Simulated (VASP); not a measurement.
Set up this calculation in VASP 6.6.1, as the native input.

| Quantity | Value |
| --- | --- |
| Task | single point |
| Functional | PBE |
| Dispersion | D3(BJ) |
| Potentials or basis | VASP PAW PBE potentials, release 64 (Al) |
| Cutoff | 520 eV |
| k mesh | 21 × 21 × 6 |
| Occupations | gaussian, width 0.1 eV |
| Spin | no spin polarisation |
| Dipole correction | no |
| Further INCAR settings | ALGO = Fast; EDIFF = 1e-06; NBANDS = 14 |

The structure of Al lies in POSCAR:

```
Al
1.0
    2.8147782361      0.0000000000      0.0000000000
   -1.4073891181      2.4376694585      0.0000000000
    0.0000000000      0.0000000000      9.5190501222
Al
4
Direct
    0.0000000000      0.0000000000      0.0000000000
    0.3333333333      0.6666666667      0.2500000000
    0.0000000000      0.0000000000      0.5000000000
    0.6666666667      0.3333333333      0.7500000000
```

This isn't the form of Al at room conditions, which is fcc.

The cell isn't the ideal one: strain along c alone, the other axes held, atoms relaxed: +3.0 %.

The input as run:

INCAR

```
ALGO = Fast ; EDIFF = 1E-6
ENCUT = 520 ; GGA = PE
ISIF = 2 ; ISMEAR = 0
IVDW = 12 ; LASPH = True
LCHARG = False ; LREAL = False
LWAVE = False ; NBANDS = 14
NELM = 100 ; PREC = Accurate
SIGMA = 0.1
```

KPOINTS

```
k-points
0
Gamma
  21 21 6
```

Potentials or basis: VASP PAW PBE potentials, release 64 (Al).

Launch:

```bash
$ cat potpaw_PBE.64/Al/POTCAR > POTCAR
$ mpirun -np 1 vasp_std > vasp.out
```

Results of the run:

The pressure is -2.2 GPa and the band gap on the k mesh is none (metal or under the smearing width). The dispersion energy per atom is -0.340 eV.

Caveat: pairwise dispersion overbinds metals, which lowers pressure and volume.

It took 2 min on 1 thread of Intel(R) Xeon(R) Platinum 8488C (Sapphire Rapids) (shared host), peak memory 0.28 GiB.
